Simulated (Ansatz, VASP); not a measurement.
InSb: VASP beside Ansatz

```xyz
2
Lattice="0.0000 3.2391 3.1743 3.2391 0.0000 3.1743 3.2391 3.2391 0.0000" Properties=species:S:1:pos:R:3 pbc="T T T"
In    0.0000    0.0000    0.0000
Sb    4.8586    4.8586    4.7615
```

Change from the starting cell: zz strain of -2 %, crystal datasets.

Alike in both runs: task electric field gradients; functional PBEsol; k mesh 9 × 9 × 9; occupations fermi-dirac, width 0.05 eV; no spin polarisation.

|  | VASP | Ansatz |
| --- | --- | --- |
| version | VASP 6.6.1 | Ansatz 0.2.0 |
| potentials or method | VASP PAW PBE potentials, release 64 (In_d, Sb), cutoff 520 eV | all-electron PAW with datasets made for the crystal, scalar-relativistic |

```csv
,VASP,Ansatz,Ansatz less VASP
pressure (GPa),1.9,1.8,-0.01
largest component of the traceless stress (GPa),0.35,0.34,-0.001
Vzz of the field gradient on the site that differs most (V/Å²),5.7,6.1,+0.43
```

Ansatz ran all-electron here, so the differences hold the error of VASP's frozen core and of both bases. Ansatz warned: «gradients_without_spin_orbit».

Caveats: the PAW data sets were made with another functional, which shifts forces and pressure a little (VASP).
